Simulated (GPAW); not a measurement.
ZrSe2:

```xyz
3
Lattice="3.7980 0.0000 0.0000 -1.8990 3.2892 0.0000 0.0000 0.0000 6.1920" Properties=species:S:1:pos:R:3 pbc="T T T"
Zr    0.0000    0.0000    0.0000
Se    1.8990    1.0964    4.6440
Se    0.0000    2.1928    1.5480
```

```yaml
Program: GPAW 26.7.0
Task: relaxation of cell and atoms
Functional: PBE
Dispersion: D3(BJ)
Potentials_or_basis: GPAW PAW data sets (gpaw-data 1.2.1)
Cutoff: 600 eV
Basis: pw
k_mesh: 8 × 8 × 5
Occupations: fermi-dirac, width 0.05 eV
Spin: no spin polarisation
```

At the start: pressure -0.8 GPa; volume 25.78 Å³/atom.

Problem. Where does the relaxation end?

Solution. Over 35 steps the energy falls by 11.1 meV/atom and the volume is 24.18 Å³/atom (-6.2 %); space group P-3m1 (No. 164, to 0.05 Å).

The path:
```tsv
step	energy change (eV)	largest force (eV/Å)	pressure (GPa)	volume (Å³)
1	0.0000	0.2732	-0.76	77.35
2	-0.0023	0.2549	-0.79	77.26
3	-0.0065	0.2208	-0.82	77.06
4	-0.0118	0.1757	-0.85	76.77
5	-0.0173	0.1265	-0.83	76.36
6	-0.0220	0.0811	-0.74	75.83
7	-0.0255	0.0470	-0.56	75.20
8	-0.0273	0.0285	-0.28	74.48
9	-0.0277	0.0212	0.07	73.69
10	-0.0278	0.0209	0.06	73.69
11	-0.0279	0.0205	0.05	73.69
12	-0.0282	0.0199	0.04	73.70
13	-0.0285	0.0192	0.01	73.71
14	-0.0288	0.0187	-0.01	73.71
15	-0.0292	0.0184	-0.03	73.72
16	-0.0296	0.0185	-0.06	73.72
17	-0.0301	0.0193	-0.08	73.72
18	-0.0306	0.0209	-0.11	73.71
19	-0.0312	0.0237	-0.13	73.69
20	-0.0317	0.0275	-0.14	73.65
21	-0.0322	0.0319	-0.15	73.58
22	-0.0327	0.0353	-0.14	73.48
23	-0.0330	0.0355	-0.13	73.34
24	-0.0332	0.0302	-0.12	73.15
25	-0.0333	0.0186	-0.09	72.91
26	-0.0332	0.0023	-0.05	72.63
27	-0.0332	0.0024	-0.05	72.63
28	-0.0332	0.0024	-0.04	72.62
29	-0.0332	0.0024	-0.04	72.61
30	-0.0333	0.0022	-0.03	72.60
31	-0.0333	0.0018	-0.02	72.59
32	-0.0333	0.0012	-0.01	72.58
33	-0.0333	0.0003	0.00	72.57
34	-0.0333	0.0011	0.01	72.56
35	-0.0333	0.0030	0.02	72.55
```

Final structure:
```
Zr Se
1.0
     3.73362    0.00000    0.00000
    -1.86681    3.23341    0.00000
     0.00000    0.00000    6.00980
Zr Se
1 2
Direct
  0.00000 0.00000 0.00000
  0.66667 0.33333 0.73442
  0.33333 0.66667 0.26558
```

Caveat: later steps reuse the first step's grids.
